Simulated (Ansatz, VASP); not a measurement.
# Two plane-wave programs on Cs

INCAR

```
PREC = Accurate
ENCUT = 520
EDIFF = 1E-8
ISMEAR = -1
SIGMA = 0.05
LREAL = F
LASPH = T
NELM = 60
ALGO = Fast
ISIF = 2
LWAVE = F
LCHARG = F
GGA = PE
LEFG = T
NBANDS = 46
```

The input KPOINTS:

```
Automatic mesh
0
Gamma
  3 3 3
```

File POSCAR:

```
Cs
1.0
   10.9542637400      0.0000000000      0.0000000000
    0.0000000000      9.9028791700      0.0000000000
    0.0000000000      0.0000000000      9.2070899300
Cs
8
Direct
    0.3676840500      0.6069862400      0.7500000000
    0.8676840500      0.6069862400      0.7500000000
    0.1323159500      0.3930137600      0.2500000000
    0.6323159500      0.3930137600      0.2500000000
    0.3676840500      0.8930137600      0.2500000000
    0.8676840500      0.8930137600      0.2500000000
    0.1323159500      0.1069862400      0.7500000000
    0.6323159500      0.1069862400      0.7500000000
```

Input for Ansatz:

```yaml
crystal:
  lattice:
    - [10.95426374, 0.0, 0.0]
    - [0.0, 9.90287917, 0.0]
    - [0.0, 0.0, 9.20708993]
  atoms:
    - { symbol: Cs, position: [0.36768405, 0.60698624, 0.75] }
    - { symbol: Cs, position: [0.86768405, 0.60698624, 0.75] }
    - { symbol: Cs, position: [0.13231595, 0.39301376, 0.25] }
    - { symbol: Cs, position: [0.63231595, 0.39301376, 0.25] }
    - { symbol: Cs, position: [0.36768405, 0.89301376, 0.25] }
    - { symbol: Cs, position: [0.86768405, 0.89301376, 0.25] }
    - { symbol: Cs, position: [0.13231595, 0.10698624, 0.75] }
    - { symbol: Cs, position: [0.63231595, 0.10698624, 0.75] }
kpoints:
  mp_grid: { grid: [3, 3, 3] }
scf:
  occupations: { method: fermi_dirac, width: 0.05 }
hamiltonian:
  xc: pbe
  pseudopotentials: { kind: paw }
output:
  forces: true
  efg:
    quadrupole_moments_barn: { Cs: -0.00343 }
    contact_densities: true
  core_levels: { shells: { Cs: "3d" }, counted_from: fermi_level, add_spin: false }
```

Alike in both runs: task electric field gradients; functional PBE; k mesh 3 × 3 × 3; occupations fermi-dirac, width 0.05 eV; no spin polarisation.

```csv
,VASP,Ansatz
version,VASP 6.6.1,Ansatz 0.2.0
potentials or method,"VASP PAW PBE potentials, release 64 (Cs_sv)","plane-wave PAW, scalar-relativistic"
plane-wave cutoff (eV),520,420
valence electrons in the cell,72,72
```

|  | VASP | Ansatz | Ansatz less VASP |
| --- | --- | --- | --- |
| rms of the force components (eV/Å) | 0.012 | 0.012 | +0.0002 |
| Vzz of the field gradient on the site that differs most (V/Å²) | 1.3 | 1.3 | -0.03 |

Atom by atom the forces differ by 0.000 eV/Å (rms over components). With one functional, cell and mesh, what is left measures potentials, basis and numerics. Ansatz warned: «gradients_without_spin_orbit».

Spin-orbit coupling is left out, which matters for the levels of Cs.
